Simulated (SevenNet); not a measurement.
**α-quartz-type GeO2 (metastable phase)**

These are the machine-learned potential SevenNet-l3i5 (trained on PBE and PBE+U data) values and carry that method's errors.

Cell (relaxed at this level):

```cif
data_Ge3O6
_chemical_formula_sum 'Ge3 O6'
_space_group_name_H-M_alt 'P3221'
_space_group_IT_number 154
_space_group_name_Hall 'P 32 2"'
_cell_length_a 5.10139
_cell_length_b 5.10139
_cell_length_c 5.75437
_cell_angle_alpha 90.000
_cell_angle_beta 90.000
_cell_angle_gamma 120.000
loop_
_atom_site_label
_atom_site_type_symbol
_atom_site_symmetry_multiplicity
_atom_site_Wyckoff_symbol
_atom_site_fract_x
_atom_site_fract_y
_atom_site_fract_z
_atom_site_occupancy
Ge1 Ge 3 a 0.54377 0.54377 0.00000 1
O1 O 6 c 0.29726 0.39912 0.24127 1
```

```json
{
 "bulk modulus B0": "37.9 GPa",
 "elastic constant C11": "60.1 GPa",
 "elastic constant C12": "21.0 GPa",
 "elastic constant C13": "25.2 GPa",
 "elastic constant C33": "96.5 GPa",
 "elastic constant C44": "33.5 GPa",
 "elastic constant C66": "19.3 GPa"
}
```

Measured, for comparison: elastic constant C11 66.4 GPa, elastic constant C12 21.3 GPa, elastic constant C13 32 GPa, elastic constant C33 118 GPa, elastic constant C44 36.8 GPa, elastic constant C66 22.5 GPa (temperature not stated, not corrected to a static lattice; as tabulated in Sevik and Bulutay (2007), arXiv:cond-mat/0610176). Computed (rounded) less measured: elastic constant C11 -9 %, elastic constant C12 -1 %, elastic constant C13 -21 %, elastic constant C33 -18 %, elastic constant C44 -9 %, elastic constant C66 -14 %.

A machine-learned potential is trained on density-functional data: it inherits that level's misses and adds fitting errors of its own.

Note: the model gives imaginary modes for this phase (in the spectrum interpolated from a supercell); this model's volume lies 7 % above that of the starting cell (a measured, published or database cell).

Elastic constants are with the ions relaxed.
